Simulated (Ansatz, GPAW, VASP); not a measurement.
TiSi2: programs and potentials compared

```
CELL_PARAMETERS angstrom
0.00000 4.11752 4.26290
2.38951 0.00000 4.26290
2.38951 4.11752 0.00000
ATOMIC_POSITIONS crystal
Ti 0.75000 0.75000 0.75000
Ti 0.50000 0.50000 0.50000
Si 0.41257 0.08743 0.41257
Si 0.08743 0.41257 0.08743
Si 0.16257 0.83743 0.16257
Si 0.83743 0.16257 0.83743
```

The cell is a database's computed one, not the measured one.

Alike in all runs: task single point; functional PBEsol; k mesh 7 × 7 × 7; occupations fermi-dirac, width 0.05 eV; no spin polarisation; no spin-orbit coupling. Pressure is positive in compression and, in plane waves, holds the error of the finite cutoff, which Ansatz's Pulay term estimates and takes out.

| program and potentials | plane-wave cutoff (eV) | notes | pressure (GPa) |
| --- | --- | --- | --- |
| Ansatz, Ansatz PAW | 420 | potentials made for PBE, which Ansatz adapts in part; Pulay term of +0.03 GPa included | -1.96 |
| GPAW, PAW data sets generated for this functional | 600 | - | -1.51 |
| VASP, PBE PAW files Si, Ti_sv, 520 eV | 520 | potentials made for PBE | ? |
| Ansatz, all-electron LAPW, scalar-relativistic | - | - | -1.96 |

Estimate from the other rows what the run with VASP, PBE PAW files Si, Ti_sv, 520 eV gave.

Pressure -1.83 GPa. The other rows, which needn't bracket it: pressure -1.96 to -1.51.
